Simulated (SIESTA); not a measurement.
Runs of SIESTA 5.4.2 on ZnS (Wurtzite-6H). Symmetry: P6_3mc, No. 186, hexagonal system. Conventional cell: a = 3.812 Å, b = 3.812 Å, c = 18.690 Å, α = 90.00°, β = 90.00°, γ = 120.00°. Zn (site symmetry 3m) is surrounded by 4 S at 2.33 to 2.34 Å. Zn (site symmetry 3m) has 4 S at 2.33 to 2.34 Å as nearest neighbours. Zn (site symmetry 3m) is surrounded by 4 S at 2.33 to 2.34 Å. S (site symmetry 3m) has 4 Zn at 2.33 to 2.34 Å as nearest neighbours. Around S (site symmetry 3m) lie 4 Zn at 2.33 to 2.34 Å. Around S (site symmetry 3m) lie 4 Zn at 2.33 to 2.34 Å. 

| task | level | potentials or basis | cell | k mesh | optimiser | force tolerance | gap on the mesh (eV) | pressure (GPa) | largest force (eV/Å) |
| --- | --- | --- | --- | --- | --- | --- | --- | --- | --- |
| relaxation of cell and atoms | BLYP | PseudoDojo 0.4 standard (PBE files), DZP (energy shift 0.002 Ry) | relaxed to 20 GPa | 6 × 6 × 1 | CG | 0.02 eV/Å | 3.61 | 20.0 | 0.01 |
| band structure | AM05 | PseudoDojo 0.4 standard (PBEsol files), DZP (energy shift 0.002 Ry) | as given | 8 × 8 × 2 | - | - | 2.76 | 0.8 | 0.03 |
| band structure | LDA | PseudoDojo 0.4 standard (LDA files), DZP (energy shift 0.002 Ry) | as given | 8 × 8 × 2 | - | - | 2.59 | (a) | 0.04 |
| relaxation of cell and atoms | AM05 | PseudoDojo 0.4 standard (PBEsol files), DZP (energy shift 0.002 Ry) | relaxed | 6 × 6 × 1 | Broyden | 0.02 eV/Å | (b) | 0.0 | 0.01 |

Alike in all rows: no spin polarisation; smearing fermi-dirac 0.05 eV; grid cutoff 800 Ry; energy shift 0.002 Ry.

**Question.** Fill in the values left out.

**Answer.** (a) -2.1; (b) 2.70.

Caveats: semicore shells carry a single zeta, which can move pressures by several GPa and volumes by a few percent; the valence orbitals were made in a potential fitted to the semicore shell under them, which widens gaps by tenths of an eV or more; the basis of atomic orbitals isn't converged, which shifts pressures, moduli and gaps; the potentials were made for another functional, which shifts forces and pressure (some runs); the cell's inner coordinates are idealised or old, which leaves forces on the atoms (some runs); an odd mesh through Γ misses points on the zone boundary, where band edges often lie (some runs).

Runs at the PBE level aren't shown here.
